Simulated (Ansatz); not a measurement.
Te2Pt (Moncheite):

```
Pt Te
1.0
     4.01000    0.00000    0.00000
    -2.00500    3.47276    0.00000
     0.00000    0.00000    5.20100
Pt Te
1 2
Direct
  0.00000 0.00000 0.00000
  0.66667 0.33333 0.75000
  0.33333 0.66667 0.25000
```

Base run:

```yaml
Program: Ansatz 0.2.0
Functional: revPBE
Potentials_or_basis: Ansatz PAW
Cutoff: "420 eV (not typed: the program's choice for these potentials)"
k_mesh: 8 × 8 × 5
Occupations: fermi-dirac, width 0.05 eV
Spin: no spin polarisation
```

Its results: band gap on the k mesh none (metal or under the smearing width); pressure 10.2 GPa; largest force 1.047 eV/Å.

The run is repeated on the same cell with these changes: functional from revPBE to RPBE. What comes out?

Band gap on the k mesh none (metal or under the smearing width); pressure 10.7 GPa; largest force 1.068 eV/Å.

Caveats: spin-orbit coupling is left out, which moves the levels of the heavy elements; the PAW data sets come from PBE, with cores solved anew for the run's functional, which leaves a small shift of forces and pressure; forces of over 1 eV/Å show positions far from the minimum, so gaps and moduli don't describe the material at rest.
